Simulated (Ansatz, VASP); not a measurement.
One calculation of W, two programs

```xyz
1
Lattice="-1.5803 1.5803 1.5803 1.5803 -1.5803 1.5803 1.5803 1.5803 -1.5803" Properties=species:S:1:pos:R:3 pbc="T T T"
W     0.0000    0.0000    0.0000
```

Alike in both runs: task relaxation of cell and atoms; functional PBE; dispersion D3(BJ); k mesh 18 × 18 × 18; occupations gaussian, width 0.1 eV; no spin polarisation.

```csv
,VASP,Ansatz
version,VASP 6.6.1,Ansatz 0.2.0
potentials or method,"VASP PAW PBE potentials, release 64 (W_sv)","scalar-relativistic, plane waves, PAW"
plane-wave cutoff (eV),600,420
valence electrons in the cell,14,14
```

VASP gave:

| Quantity | Value |
| --- | --- |
| gap on the k mesh at the Fermi level, each at its own relaxed structure (eV) | none |
| relaxed volume (Å³/atom) | 15.80 |
| relaxed cell length with the largest relative difference (Å) | 2.738 |

Q: Which values does Ansatz return?

A: gap on the k mesh at the Fermi level, each at its own relaxed structure (eV): none; relaxed volume (Å³/atom): 15.77; relaxed cell length with the largest relative difference (Å): 2.736.

A gap of «none» marks a metal or a gap that the smearing closes.

Caveats: pairwise dispersion overbinds metals, which lowers pressure and volume. Spin-orbit coupling is left out, which matters for the levels of W.
